All five calculations use the same zinc-blende crystal of ZnS, with the same atoms in the same places. Apart from details that do not affect the gap, only the functional and, for LDA, the atomic data change. "Gap on path" is the smallest energy between filled and empty states along the path; "direct gap on path" requires both states to have the same wave vector.

VASP 6.6.1, plane-wave DFT with PAW potentials, for zinc-blende ZnS in one cell, relaxed with PBEsol. All runs use a 520 eV cutoff, a 10 × 10 × 10 k mesh and Gaussian smearing of 0.03 eV, without spin polarisation or spin-orbit coupling. Gaps are taken from the band energies along a path through special k points.

```
functional                            potentials  gap on path (eV)  direct gap on path (eV)
       LDA  VASP-PAW-LDA-potentials,-recommended             1.997                    1.997
       PBE  VASP-PAW-PBE-potentials,-recommended             2.222                    2.222
    PBEsol  VASP-PAW-PBE-potentials,-recommended             2.083                    2.083
    r2SCAN  VASP-PAW-PBE-potentials,-recommended             2.788                    2.788
    TB-mBJ  VASP-PAW-PBE-potentials,-recommended             3.788                    3.788
```

### 1. How much does the choice of functional matter?

It matters enough to change the predicted colour of the crystal. If absorption starts at the gap, PBE ZnS absorbs all visible light with a wavelength below 558 nm and would look strongly coloured. With r2SCAN the limit is 445 nm, which still removes violet light. Only TB-mBJ puts it in the ultraviolet, at 327 nm, as befits a material that is colourless when pure.

### 2. Why are the LDA, PBEsol and PBE gaps so small?

The measured gap is roughly 3.7 eV (a recalled value), and PBE falls about 1.5 eV short of it. A true gap is the cost of removing one electron from the crystal and adding one elsewhere. In exact theory the exchange-correlation potential jumps by a constant when the extra electron arrives, and this jump is part of the gap. The potentials of LDA, PBEsol and PBE depend smoothly on the density and have no such jump, so a difference of their orbital energies leaves it out. A second contribution comes from the zinc 3d levels, which these functionals place too close to the valence top; they push it up and narrow the gap further.

### 3. Why does r2SCAN open the gap?

r2SCAN also uses the kinetic-energy density, which is built from the orbitals. Its potential therefore acts differently on different orbitals, and theory says that this can recover part of the missing jump. Such a potential need not lift all empty levels equally, so the runs have to show how evenly they rise.

The valence top and the lowest empty level both lie at Γ, the centre of the Brillouin zone. In PBE the second empty level there lies 6.379 eV above the valence top. Adding the rise of the gap from PBE to r2SCAN gives $6.379 + 0.566 = 6.945$ eV, while r2SCAN itself gives 6.883 eV. The rigid shift thus misses by only 0.06 eV, whereas stretching all distances in proportion to the gap would miss by more than 1 eV. Away from Γ the rise is less even: measured from the valence top, some empty levels there go up by about 0.43 eV, and the lowest empty levels at the zone-boundary points X and W by less still. At those two points a rigid shift by the rise of the gap therefore misses by more than 0.13 eV, at least twice the error found at Γ.

The filled levels complicate this picture. The sulfur 3s level also moves away from the valence top, by 0.54 eV, almost as much as the gap grows. r2SCAN therefore rearranges filled states too, and a constant added to the empty levels does not describe all that it does. The zinc 3d levels sink by only 0.11 to 0.16 eV relative to the valence top, so a weaker push from them is expected to explain little of the wider gap.

### 4. Why does TB-mBJ go further still?

TB-mBJ adds another 1.0 eV by a different route. Its potential contains a term built from the ratio of kinetic-energy density to density, and the net effect is to raise the potential mostly where the density is low, in the space between the atoms. The lowest empty state spreads into that space, while the valence top is mainly sulfur 3p and stays closer to the atoms. The empty state is therefore pushed up more; this is the theory of the method, which the table does not test separately.

TB-mBJ comes within about 0.1 eV of the rough measured gap, but its parameters were fitted to measured gaps of solids. The cell used here is also slightly smaller than the real one. Expanding it to the measured size would lower the gap by roughly 0.1 eV, so the closeness should not be read more finely than that. TB-mBJ is also only a potential, with no energy functional behind it, so it cannot relax a cell and has to borrow one.

### 5. Is the PBE gap really larger than the LDA gap?

In this cell it is, by 0.22 eV. The cell, however, was relaxed with PBEsol: PBE finds it too small and would expand it, while LDA finds it too large and would shrink it. Shorter bonds raise the gap of ZnS because the lowest empty state is antibonding between zinc and sulfur.

The size of this effect can be estimated from the computed pressures and a recalled slope of about 0.06 eV per GPa. PBE is under 3.72 GPa, so its gap in its own cell would be about $2.222 - 0.06 \times 3.72 = 2.00$ eV. The same step for LDA, which is under tension, gives about 2.15 eV. The order reverses, and it would do so for any slope above 0.035 eV per GPa. r2SCAN stays well above both.

### 6. Which digits can be trusted?

All three decimals describe these runs, not the material. The choice of cell alone can move a gap by 0.1 to 0.2 eV, and in every row but TB-mBJ even the digit before the point differs from that of the measured gap. Spin-orbit coupling, which is left out, would lower the gap by roughly 0.02 eV. The LDA row also has its own atomic data, whose share in the difference from PBE cannot be separated here. PBEsol, r2SCAN and TB-mBJ use atomic data made for PBE, an inconsistency whose effect is not tested here. The printed analysis after this section lists the level shifts and the estimates for relaxed cells.

For practical use, a difference of one or two tenths of an eV between functionals should be discussed only once the cell of each is known. The steps from PBE to r2SCAN and on to TB-mBJ are larger than that and come mainly from the functionals themselves.

Printed output of the fit:

```
Gaps at the fixed cell:
     row  gap in eV  above PBE in eV  wavelength in nm  less rough measured gap in eV
     LDA      1.997           -0.225             620.9                         -1.703
     PBE      2.222                0               558                         -1.478
  PBEsol      2.083           -0.139             595.2                         -1.617
  r2SCAN      2.788            0.566             444.7                         -0.912
  TB-mBJ      3.788            1.566             327.3                          0.088
TB-mBJ gap less r2SCAN gap, eV: 1
PBEsol gap less LDA gap, eV: 0.086
largest difference of path gap and mesh gap, eV: 0.0005
PBEsol gap expected from the gradient coefficient, eV: 2.12
that expectation less the computed PBEsol gap, eV: 0.03673
next empty level at Gamma above the valence top in PBE, eV: 6.379
the same in r2SCAN, eV: 6.883
its rise from PBE to r2SCAN, eV: 0.5041
rigid shift of empty levels, predicted less computed r2SCAN level, eV: 0.0619
proportional stretch, predicted less computed r2SCAN level, eV: 1.121
growth of the S 3s depth below the valence top from PBE to r2SCAN, eV: 0.5408
Zn 3d depth in PBE, twofold level, eV: 5.911
Zn 3d depth in PBE, threefold level, eV: 6.438
growth of the depth in r2SCAN, twofold level, eV: 0.1111
growth of the depth in r2SCAN, threefold level, eV: 0.1611
splitting of the 3d levels at Gamma in PBE, eV: 0.5274
splitting of the 3d levels at Gamma in r2SCAN, eV: 0.5774
LDA gap estimated at its own cell, eV: 2.155
PBEsol gap estimated at its own cell, eV: 2.082
PBE gap estimated at its own cell, eV: 1.999
r2SCAN gap estimated at its own cell, eV: 2.71
pressure coefficient at which LDA and PBE would tie, eV per GPa: 0.03543
rough fall of the gap from this cell to the measured edge, eV: 0.1012
rough fall of the gap by spin-orbit coupling, eV: 0.02333
```
